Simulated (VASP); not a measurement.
# Sb (Im-3m) in VASP: further runs, part 2 of 2

VASP 6.6.1. The steps go on from the part before.

## 3. Single point, PBE0(alpha)

POSCAR reads:

```
Sb
1.0
   -1.8713408863      1.8713408863      1.8713408863
    1.8713408863     -1.8713408863      1.8713408863
    1.8713408863      1.8713408863     -1.8713408863
Sb
1
Direct
    0.0000000000      0.0000000000      0.0000000000
```

INCAR.step1 reads:

```
ALGO = Normal ; EDIFF = 1E-5
ENCUT = 520 ; GGA = PE
ISIF = 2 ; ISMEAR = -1
LASPH = True ; LCHARG = False
LREAL = False ; LWAVE = True
NBANDS = 8 ; NELM = 80
PREC = Accurate ; SIGMA = 0.05
```

INCAR.step2 reads:

```
AEXX = 0.25 ; ALGO = Normal
EDIFF = 1E-6 ; ENCUT = 520
GGA = PE ; HFRCUT = -1
ISIF = 2 ; ISMEAR = -1
ISTART = 1 ; LASPH = True
LCHARG = False ; LHFCALC = True
LREAL = False ; LWAVE = False
NBANDS = 8 ; NELM = 80
PREC = Accurate ; PRECFOCK = Fast
SIGMA = 0.05
```

KPOINTS reads:

```
k-points
0
Gamma
  5 5 5
```

Potentials or basis: VASP PAW PBE potentials, release 64 (Sb).

The run is started by

```sh
$ cat potpaw_PBE.64/Sb/POTCAR > POTCAR
$ cp INCAR.step1 INCAR
$ mpirun -np 1 vasp_std > vasp.out
$ cp INCAR.step2 INCAR
$ mpirun -np 1 vasp_std > vasp.out
```

OUTCAR:

```text
AEXX = 0.25
   EDIFF = 1E-6
   ENCUT = 520
   GGA = PE
   ISIF = 2
   ISMEAR = -1
   ISTART = 1
   LASPH = True
   LHFCALC = True
   LREAL = False
   NELM = 80
   PREC = Accurate
   PRECFOCK = Fast

 ion  position               nearest neighbor table
   1  0.000  0.000  0.000-

  LATTYP: Found a body centered cubic cell.
 ALAT       =     3.7426817726

  Lattice vectors:

 A1 = (  -1.8713408863,   1.8713408863,   1.8713408863)
 A2 = (   1.8713408863,  -1.8713408863,   1.8713408863)
 A3 = (   1.8713408863,   1.8713408863,  -1.8713408863)

Analysis of symmetry for initial positions (statically):
=====================================================================
 Subroutine PRICEL returns:
 Original cell was already a primitive cell.

 Routine SETGRP: Setting up the symmetry group for a
 body centered cubic supercell.

 Subroutine GETGRP returns: Found 48 space group operations
 (whereof 48 operations were pure point group operations)
 out of a pool of 48 trial point group operations.

The static configuration has the point symmetry O_h .

Analysis of symmetry for dynamics (positions and initial velocities):
=====================================================================
 Subroutine PRICEL returns:
 Original cell was already a primitive cell.

 Routine SETGRP: Setting up the symmetry group for a
 body centered cubic supercell.

 Subroutine GETGRP returns: Found 48 space group operations
 (whereof 48 operations were pure point group operations)
 out of a pool of 48 trial point group operations.

The dynamic configuration has the point symmetry O_h .

 Subroutine INISYM returns: Found 48 space group operations
 (whereof 48 operations are pure point group operations),
 and found     1 'primitive' translations

----------------------------------------------------------------------------------------
[... 103 lines left out ...]
   PRECFOCK=fast      Normal, Fast or Accurate (Low or Medium for compatibility)
   ENCUT4O =  -1.0   cutoff for four orbital integrals eV
   NKREDX  =     1    reduce k-point grid by
   NKREDY  =     1    reduce k-point grid by
   NKREDZ  =     1    reduce k-point grid by
   AEXX    =    0.2500 exact exchange contribution
   HFSCREEN=    0.0000 screening length (either q_TF or 0.3 A-1)
   HFSCREENC=   0.0000 screening length for correlation (either q_TF or 0.3 A-1)
   ENCUTFOCK=  -1.0 apply spherical cutoff to Coloumb kernel
   IVDW    =     0    specifies the selected vdW correction
   LEPSILON=     F    determine dielectric tensor
   LRPA    =     F    only Hartree local field effects (RPA)
 non-spin polarized calculation
  energy-cutoff  :      520.00
  volume of cell :       26.21
 maximum number of plane-waves:       713
  NGX = 14; NGY = 14; NGZ = 14

 number of electron       4.9999999 magnetization

 Free energy of the ion-electron system (eV)
  ---------------------------------------------------
  ext. energy  EPLUGINS =         0.00000000
  ---------------------------------------------------
  free energy    TOTEN  =        -5.24831718 eV

  energy without entropy =       -5.24181275  energy(sigma->0) =       -5.24506496

 E-fermi :   8.6688     XC(G=0):  -8.1963

 val. band max:        8.5614307322   @ k =   0.2000   0.2000   0.0000
 cond. band min:       9.0570365979   @ k =  -0.4000   0.4000   0.2000
 fundamental gap:      0.4956058657
 Fermi energy:         8.6687919606

 k-point     1 :       0.0000    0.0000    0.0000
  band No.  band energies     occupation
      1      -6.4999      2.00000
      2      15.5028      0.00000
      3      15.5028      0.00000
      4      15.5028      0.00000
      5      20.3453      0.00000
      6      20.3453      0.00000
      7      20.3453      0.00000
      8      21.8458      0.00000
[... 89 lines left out ...]
 k-point    10 :      -0.4000    0.4000    0.4000
  band No.  band energies     occupation
      1       0.6387      2.00000
      2       6.1816      2.00000
      3       6.5571      2.00000
      4       6.5571      2.00000
      5      12.6080      0.00000
      6      14.8537      0.00000
      7      25.1452      0.00000
      8      25.7390      0.00000

------------------------ aborting loop because EDIFF is reached ----------------------------------------

  FORCE on cell =-STRESS in cart. coord.  units (eV):
  Direction    XX          YY          ZZ          XY          YZ          ZX
  --------------------------------------------------------------------------------------
  -------------------------------------------------------------------------------------
  Total       -0.5960994     -0.5960994     -0.5960994      0.0000000      0.0000000     -0.0000000
  in kB      -36.4343107    -36.4343107    -36.4343107      0.0000000      0.0000000     -0.0000000
  external PRESSURE =     -36.4343107 kB  Pullay stress =       0.0000000 kB

 VOLUME and BASIS-vectors are now :
 -----------------------------------------------------------------------------
  energy-cutoff  :      520.00
  volume of cell :       26.21
      direct lattice vectors                 reciprocal lattice vectors
    -1.871340886  1.871340886  1.871340886     0.000000000  0.267188092  0.267188092
     1.871340886 -1.871340886  1.871340886     0.267188092  0.000000000  0.267188092
     1.871340886  1.871340886 -1.871340886     0.267188092  0.267188092  0.000000000

 POSITION                                       TOTAL-FORCE (eV/Angst)
 -----------------------------------------------------------------------------------
      0.00000      0.00000      0.00000        -0.000000      0.000000     -0.000000
 -----------------------------------------------------------------------------------
    total drift:                               -0.000000     -0.000000     -0.000000

  FREE ENERGIE OF THE ION-ELECTRON SYSTEM (eV)
  ---------------------------------------------------
  free  energy   TOTEN  =        -5.2483171827 eV

  energy  without entropy=       -5.2418127467  energy(sigma->0) =       -5.24506496
```

OSZICAR.step1:

```text
N       E                     dE             d eps       ncg     rms          rms(c)
DAV:   1     0.419135002457E+01    0.41914E+01   -0.18125E+03   160   0.423E+02
DAV:   2    -0.380391355624E+01   -0.79953E+01   -0.77437E+01   224   0.538E+01
DAV:   3    -0.388153244791E+01   -0.77619E-01   -0.77210E-01   208   0.584E+00
DAV:   4    -0.388176812391E+01   -0.23568E-03   -0.23567E-03   200   0.375E-01
DAV:   5    -0.388176920961E+01   -0.10857E-05   -0.10848E-05   232   0.231E-02    0.183E+00
DAV:   6    -0.387888095851E+01    0.28883E-02   -0.21761E-03   184   0.244E-01    0.105E+00
DAV:   7    -0.387745916120E+01    0.14218E-02   -0.45868E-03   176   0.353E-01    0.648E-02
DAV:   8    -0.387748379592E+01   -0.24635E-04   -0.75783E-05   176   0.658E-02    0.533E-03
DAV:   9    -0.387748435004E+01   -0.55412E-06   -0.82182E-07   152   0.684E-03
   1 F= -.38774844E+01 E0= -.38644244E+01  d E =-.261200E-01
```

Wall time 20 s (1 thread of Intel Xeon 6975P-C (Granite Rapids), shared host); peak memory 0.14 GiB.

What came out:

```yaml
Free_energy: -5.2483 eV
Pressure: -3.6 GPa
Band_gap_on_the_k_mesh: none (metal or under the smearing width)
```

Levels at points of the mesh, in eV from the Fermi level:
```csv
k point,band 1,band 2,band 3,band 4,band 5
"(0.00, 0.00, 0.00)",-15.17,6.83,6.83,6.83,11.68
```

Caveat: the k mesh is coarse (spacing up to 0.47 Å⁻¹), so the values aren't converged, least of all with exact exchange; the PAW data sets were made with another functional, which shifts forces and pressure a little.

## 4. Single point, PBE0(alpha)

POSCAR is that of step 3.

INCAR.step1 is that of step 3.

Changes to INCAR.step2 since step 3:

```diff
@@ -1,2 +1,2 @@
-AEXX = 0.25 ; ALGO = Normal
+AEXX = 0.3 ; ALGO = Normal
 EDIFF = 1E-6 ; ENCUT = 520
```

KPOINTS is that of step 3.

Potentials or basis: VASP PAW PBE potentials, release 64 (Sb).

The run is started by

```sh
$ cat potpaw_PBE.64/Sb/POTCAR > POTCAR
$ cp INCAR.step1 INCAR
$ mpirun -np 1 vasp_std > vasp.out
$ cp INCAR.step2 INCAR
$ mpirun -np 1 vasp_std > vasp.out
```

OUTCAR:

```text
AEXX = 0.3
   EDIFF = 1E-6
   ENCUT = 520
   GGA = PE
   ISIF = 2
   ISMEAR = -1
   ISTART = 1
   LASPH = True
   LHFCALC = True
   LREAL = False
   NELM = 80
   PREC = Accurate
   PRECFOCK = Fast

 ion  position               nearest neighbor table
   1  0.000  0.000  0.000-

  LATTYP: Found a body centered cubic cell.
 ALAT       =     3.7426817726

  Lattice vectors:

 A1 = (  -1.8713408863,   1.8713408863,   1.8713408863)
 A2 = (   1.8713408863,  -1.8713408863,   1.8713408863)
 A3 = (   1.8713408863,   1.8713408863,  -1.8713408863)

Analysis of symmetry for initial positions (statically):
=====================================================================
 Subroutine PRICEL returns:
 Original cell was already a primitive cell.

 Routine SETGRP: Setting up the symmetry group for a
 body centered cubic supercell.

 Subroutine GETGRP returns: Found 48 space group operations
 (whereof 48 operations were pure point group operations)
 out of a pool of 48 trial point group operations.

The static configuration has the point symmetry O_h .

Analysis of symmetry for dynamics (positions and initial velocities):
=====================================================================
 Subroutine PRICEL returns:
 Original cell was already a primitive cell.

 Routine SETGRP: Setting up the symmetry group for a
 body centered cubic supercell.

 Subroutine GETGRP returns: Found 48 space group operations
 (whereof 48 operations were pure point group operations)
 out of a pool of 48 trial point group operations.

The dynamic configuration has the point symmetry O_h .

 Subroutine INISYM returns: Found 48 space group operations
 (whereof 48 operations are pure point group operations),
 and found     1 'primitive' translations

----------------------------------------------------------------------------------------

                                     Primitive cell

  volume of cell :      26.2131

  direct lattice vectors                    reciprocal lattice vectors
    -1.871340886  1.871340886  1.871340886     0.000000000  0.267188092  0.267188092
     1.871340886 -1.871340886  1.871340886     0.267188092  0.000000000  0.267188092
     1.871340886  1.871340886 -1.871340886     0.267188092  0.267188092  0.000000000

  length of vectors
     3.241257493  3.241257493  3.241257493     0.377861023  0.377861023  0.377861023

  position of ions in fractional coordinates (direct lattice)
     0.000000000  0.000000000  0.000000000

  ion indices of the primitive-cell ions
   primitive index   ion index
                 1           1

----------------------------------------------------------------------------------------

 KPOINTS: k-points

Automatic generation of k-mesh.
 Grid dimensions read from file:
 generate k-points for:    5    5    5

 Generating k-lattice:

  Cartesian coordinates                     Fractional coordinates (reciprocal lattice)
     0.000000000  0.053437618  0.053437618     0.200000000  0.000000000  0.000000000
     0.053437618  0.000000000  0.053437618     0.000000000  0.200000000  0.000000000
[... 25 lines left out ...]
   k-points           NKPTS =     10   k-points in BZ     NKDIM =    125   number of bands    NBANDS=      8
   number of dos      NEDOS =    301   number of ions     NIONS =      1
   total plane-waves  NPLWV =  13824
   dimension x,y,z NGX =    24 NGY =   24 NGZ =   24
   dimension x,y,z NGXF=    48 NGYF=   48 NGZF=   48
   ions per type =               1
   NGX,Y,Z   is equivalent  to a cutoff of  12.31, 12.31, 12.31 a.u.
   NGXF,Y,Z  is equivalent  to a cutoff of  24.62, 24.62, 24.62 a.u.
 SYSTEM =  unknown system
   PREC   = accura    normal or accurate (medium, high low for compatibility)
   ISTART =      1    job   : 0-new  1-cont  2-samecut
   ICHARG =      0    charge: 1-file 2-atom 10-const
   ISPIN  =      1    spin polarized calculation?
   LNONCOLLINEAR =      F non collinear calculations
   LSORBIT =      F    spin-orbit coupling
   LASPH  =      T    aspherical Exc in radial PAW
   ENCUT  =  520.0 eV  38.22 Ry    6.18 a.u.   6.03  6.03  6.03*2*pi/ulx,y,z
   NELM   =     80;   NELMIN=  2; NELMDL=  0     # of ELM steps
   EDIFF  = 0.1E-05   stopping-criterion for ELM
   LREAL  =      F    real-space projection
   EDIFFG = 0.1E-04   stopping-criterion for IOM
   NSW    =      0    number of steps for IOM
   IBRION =     -1    ionic relax: 0-MD 1-quasi-New 2-CG
   NFREE  =      0    steps in history (QN), initial steepest desc. (CG)
   ISIF   =      2    stress and relaxation
   ISYM   =      3    0-nonsym 1-usesym 2-fastsym
   POTIM  = 0.5000    time-step for ionic-motion
   TEBEG  =    0.0;   TEEND  =   0.0 temperature during run
   PSTRESS=    0.0 pullay stress
   NELECT =       5.0000    total number of electrons
   NUPDOWN=      -1.0000    fix difference up-down
   EMIN   =  10.00;   EMAX   =-10.00  energy-range for DOS
   EFERMI =   0.00;   METHOD = LEGACY
   ISMEAR =    -1;   SIGMA  =   0.05  broadening in eV -4-tet -1-fermi 0-gaus
   EFERMI_NEDOS =   21; number of points for ismear=-14 and -15
   IALGO  =     38    algorithm
   IMIX   =      1    mixing-type and parameters
     AMIX     =   0.40;   BMIX     =  1.00
     AMIX_MAG =   1.60;   BMIX_MAG =  1.00
  volume/ion in A,a.u.               =      26.21       176.89
  Fermi-wavevector in a.u.,A,eV,Ry     =   0.942378  1.780837 12.083018  0.888077
  Thomas-Fermi vector in A             =   2.069982
   LORBIT       =      0    0 simple, 1 ext, 2 COOP (PROOUT), +10 PAW based schemes
   GGA     = PE    functional components
   LHFCALC =     T    Hartree Fock is set to
   PRECFOCK=fast      Normal, Fast or Accurate (Low or Medium for compatibility)
   ENCUT4O =  -1.0   cutoff for four orbital integrals eV
   NKREDX  =     1    reduce k-point grid by
   NKREDY  =     1    reduce k-point grid by
   NKREDZ  =     1    reduce k-point grid by
   AEXX    =    0.3000 exact exchange contribution
   HFSCREEN=    0.0000 screening length (either q_TF or 0.3 A-1)
   HFSCREENC=   0.0000 screening length for correlation (either q_TF or 0.3 A-1)
   ENCUTFOCK=  -1.0 apply spherical cutoff to Coloumb kernel
   IVDW    =     0    specifies the selected vdW correction
   LEPSILON=     F    determine dielectric tensor
   LRPA    =     F    only Hartree local field effects (RPA)
 non-spin polarized calculation
  energy-cutoff  :      520.00
  volume of cell :       26.21
 maximum number of plane-waves:       713
  NGX = 14; NGY = 14; NGZ = 14

 number of electron       4.9999999 magnetization

 Free energy of the ion-electron system (eV)
  ---------------------------------------------------
  ext. energy  EPLUGINS =         0.00000000
  ---------------------------------------------------
  free energy    TOTEN  =        -5.57597742 eV

  energy without entropy =       -5.56954501  energy(sigma->0) =       -5.57276122

 E-fermi :   8.5882     XC(G=0):  -7.7619

 val. band max:        8.4806048790   @ k =   0.2000   0.2000   0.0000
 cond. band min:       9.0672330450   @ k =  -0.4000   0.4000   0.2000
 fundamental gap:      0.5866281660
 Fermi energy:         8.5881560364

 k-point     1 :       0.0000    0.0000    0.0000
  band No.  band energies     occupation
      1      -6.9451      2.00000
      2      15.6912      0.00000
      3      15.6912      0.00000
      4      15.6912      0.00000
      5      20.5250      0.00000
      6      20.5250      0.00000
      7      20.5250      0.00000
      8      22.0909      0.00000
[... 89 lines left out ...]
 k-point    10 :      -0.4000    0.4000    0.4000
  band No.  band energies     occupation
      1       0.3805      2.00000
      2       6.0414      2.00000
      3       6.4105      2.00000
      4       6.4105      2.00000
      5      12.7139      0.00000
      6      14.9951      0.00000
      7      25.3760      0.00000
      8      25.9626      0.00000

------------------------ aborting loop because EDIFF is reached ----------------------------------------

  FORCE on cell =-STRESS in cart. coord.  units (eV):
  Direction    XX          YY          ZZ          XY          YZ          ZX
  --------------------------------------------------------------------------------------
  -------------------------------------------------------------------------------------
  Total       -0.7523988     -0.7523988     -0.7523988      0.0000000      0.0000000      0.0000000
  in kB      -45.9875202    -45.9875202    -45.9875202      0.0000000      0.0000000      0.0000000
  external PRESSURE =     -45.9875202 kB  Pullay stress =       0.0000000 kB

 VOLUME and BASIS-vectors are now :
 -----------------------------------------------------------------------------
  energy-cutoff  :      520.00
  volume of cell :       26.21
      direct lattice vectors                 reciprocal lattice vectors
    -1.871340886  1.871340886  1.871340886     0.000000000  0.267188092  0.267188092
     1.871340886 -1.871340886  1.871340886     0.267188092  0.000000000  0.267188092
     1.871340886  1.871340886 -1.871340886     0.267188092  0.267188092  0.000000000

 POSITION                                       TOTAL-FORCE (eV/Angst)
 -----------------------------------------------------------------------------------
      0.00000      0.00000      0.00000        -0.000000      0.000000     -0.000000
 -----------------------------------------------------------------------------------
    total drift:                               -0.000000     -0.000000     -0.000000

  FREE ENERGIE OF THE ION-ELECTRON SYSTEM (eV)
  ---------------------------------------------------
  free  energy   TOTEN  =        -5.5759774201 eV

  energy  without entropy=       -5.5695450134  energy(sigma->0) =       -5.57276122
```

Run time: 20 s. Hardware: 1 thread of Intel Xeon 6975P-C (Granite Rapids), shared host; peak memory 0.14 GiB.

Results:

* Free energy: -5.5760 eV
* Pressure: -4.6 GPa
* Band gap on the k mesh: none (metal or under the smearing width)

Caveat: the k mesh is coarse (spacing up to 0.47 Å⁻¹), so the values aren't converged, least of all with exact exchange; the PAW data sets were made with another functional, which shifts forces and pressure a little. Spin-orbit coupling is left out, which matters for the levels of Sb.

## 5. Single point, PBE0(alpha)

POSCAR is that of step 4.

INCAR.step1 is that of step 4.

Changes to INCAR.step2 since step 4:

```diff
@@ -1,2 +1,2 @@
-AEXX = 0.3 ; ALGO = Normal
+AEXX = 0.4 ; ALGO = Normal
 EDIFF = 1E-6 ; ENCUT = 520
```

KPOINTS is that of step 4.

The run is started by

```sh
$ cat potpaw_PBE.64/Sb/POTCAR > POTCAR
$ cp INCAR.step1 INCAR
$ mpirun -np 1 vasp_std > vasp.out
$ cp INCAR.step2 INCAR
$ mpirun -np 1 vasp_std > vasp.out
```

It took 21 s on 1 thread of Intel Xeon 6975P-C (Granite Rapids), shared host; peak memory 0.14 GiB.

Results (log left out):

- Free energy: -6.3123 eV
- Pressure: -6.7 GPa
- Band gap on the k mesh: none (metal or under the smearing width)

Levels at points of the mesh, in eV from the Fermi level:
| k point | band 1 | band 2 | band 3 | band 4 | band 5 | band 6 | band 7 |
| --- | --- | --- | --- | --- | --- | --- | --- |
| (0.00, 0.00, 0.00) | -16.24 | 7.63 | 7.63 | 7.63 | 12.48 | 12.48 | 12.48 |

Caveat: the k mesh is coarse (spacing up to 0.47 Å⁻¹), so the values aren't converged, least of all with exact exchange; the PAW data sets were made with another functional, which shifts forces and pressure a little.

## 6. The reference run

An earlier run on the cell as given: functional PBE; potentials or basis VASP PAW PBE potentials, release 64 (Sb); cutoff 520 eV; k mesh 10 × 10 × 10; occupations fermi-dirac, width 0.05 eV; no spin polarisation.

* Pressure: 3.0 GPa
* Band gap on the k mesh: none (metal or under the smearing width)

## 7. Overview

```csv
level,k mesh,share of exact exchange,grid for exact exchange (PRECFOCK),exchange at q = 0,mesh quality,gap on the mesh (eV),pressure (GPa)
PBE0(alpha),5 × 5 × 5,0.2,Fast,truncated,coarse,none,-2.8
PBE0(alpha),5 × 5 × 5,0.25,Fast,truncated,coarse,none,-3.6
PBE0(alpha),5 × 5 × 5,0.3,Fast,truncated,coarse,none,-4.6
PBE0(alpha),5 × 5 × 5,0.4,Fast,truncated,coarse,none,-6.7
PBE,10 × 10 × 10,-,-,-,not flagged,none,3.0
```

Alike in all rows: task single point; potentials or basis VASP PAW PBE potentials, release 64 (Sb); no spin polarisation; cell as given; cutoff (eV) 520; smearing fermi-dirac 0.05 eV.

Caveats: some runs use coarse meshes; the PAW data sets were made with another functional, which shifts forces and pressure a little (some runs).

Total energies depend on the potentials used, so only differences within one code and one set of settings carry meaning.
